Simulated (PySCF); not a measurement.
Molecule: SMILES [C@H]12C=C[C@H](C=C1)C2, C7H8.

Geometry (Å), atoms numbered from 1 in this order:
```xyz
15

C     1.320    0.534   -0.464
C     1.225   -0.798   -0.402
C    -0.112   -1.120    0.281
C    -1.230   -0.634   -0.651
C    -1.135    0.697   -0.714
C     0.047    1.104    0.176
C    -0.137    0.050    1.295
H     2.105    1.131   -0.929
H     1.915   -1.540   -0.805
H    -0.219   -2.140    0.671
H    -1.918   -1.285   -1.193
H    -1.727    1.386   -1.318
H     0.088    2.161    0.470
H    -1.097    0.143    1.825
H     0.701    0.023    2.008
```

Geometry PBE0-D3(BJ)/def2-SVP throughout; GIAO in PySCF 2.14, gas phase, one conformer, non-relativistic; equivalent atoms averaged; functional PBE0.

(1) How do the shifts δ (against TMS at the same level) depend on the basis set? (ppm; last column core-seconds on shared hosts with different chips, so compare them loosely)

(2) Which nucleus moves most, in ppm?

(3) Taking the largest basis, IGLO-III (325 functions), as the yardstick, rank the others by their worst heavy-atom deviation.

Results:

(1) 
```
    basis set  functions  C1/C2/C4/C5    C7  C3/C6  H8/H9/H11/H12  H10/H13  H14/H15  core-s
       STO-3G         43        122.4  59.7   51.6           6.07     2.48     2.15     6.9
     pcSseg-0         79        159.5  85.0   54.4           6.96     3.42     2.66     6.9
        6-31G         79        143.3  77.1   52.3           7.19     3.37     2.46      14
       6-31G*        114        140.2  74.6   50.3           6.86     3.25     2.13      21
      cc-pVDZ        138        145.9  77.9   53.7           7.02     3.35     2.07      13
     def2-SVP        138        145.5  77.1   51.5           6.87     3.27     1.92      12
     pcSseg-1        159        154.3  81.3   53.8           7.09     3.36     1.97      17
  aug-cc-pVDZ        233        145.5  78.8   53.0           7.20     3.57     2.22      30
6-311+G(2d,p)        237        151.8  80.2   53.6           7.10     3.54     2.19      58
    def2-TZVP        265        152.8  81.8   54.6           7.13     3.55     2.13      36
      cc-pVTZ        322        151.8  80.4   54.3           7.11     3.52     2.12      45
     IGLO-III        325        156.8  82.9   55.4           7.12     3.54     2.14      51
```

(2) C1/C2/C4/C5 (alkene CH): from 122.4 ppm with STO-3G to 159.5 ppm with pcSseg-0. The smallest spread is 0.74 ppm, at H14/H15. Proton shifts span only some 12 ppm, so a few tenths of a ppm matter as much there as several ppm in carbon.

(3) pcSseg-1 2.5 ppm (159 functions), pcSseg-0 2.6 ppm (79 functions), def2-TZVP 4.0 ppm (265 functions), 6-311+G(2d,p) 5.0 ppm (237 functions), cc-pVTZ 5.0 ppm (322 functions), cc-pVDZ 10.9 ppm (138 functions), def2-SVP 11.3 ppm (138 functions), aug-cc-pVDZ 11.3 ppm (233 functions), 6-31G 13.6 ppm (79 functions), 6-31G* 16.7 ppm (114 functions), STO-3G 34.5 ppm (43 functions).

A small basis that lands close on one nucleus may do so by chance; judge by the trend and by all nuclei.
